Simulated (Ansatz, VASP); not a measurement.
**TaN in VASP and in Ansatz**

```
Ta N
1.0
     0.00000    2.12453    2.23347
     2.12453    0.00000    2.23347
     2.12453    2.12453    0.00000
Ta N
1 1
Direct
  0.50000 0.50000 0.50000
  0.00000 0.00000 0.00000
```

Change from the starting cell: strain -0.025 along x and y, +0.025 along z, atoms carried along.

Alike in both runs: task single point; functional PBEsol; k mesh 18 × 18 × 18; occupations gaussian, width 0.15 eV; no spin polarisation.

```csv
,VASP,Ansatz
version,VASP 6.6.1,Ansatz 0.2.0
potentials or method,"VASP PAW PBE potentials, release 64 (Ta_pv, N)","scalar-relativistic, plane waves, PAW"
plane-wave cutoff (eV),520,420
valence electrons in the cell,16,18
```

|  | VASP | Ansatz | Ansatz less VASP |
| --- | --- | --- | --- |
| gap on the k mesh at the Fermi level (eV) | none | none | - |
| pressure (GPa) | 18.5 | 17.2 | -1.24 |
| largest component of the traceless stress (GPa) | 22.05 | 21.85 | -0.201 |

A gap of «none» marks a metal or a gap that the smearing closes. The two sets of potentials don't hold the same shells in valence.

Caveats: so large a pressure means that the cell lies far from this level's equilibrium, or that cutoff or potentials fall short (VASP); the potentials were made for another functional, which shifts forces and pressure (VASP). Spin-orbit coupling is left out, which matters for the levels of Ta.
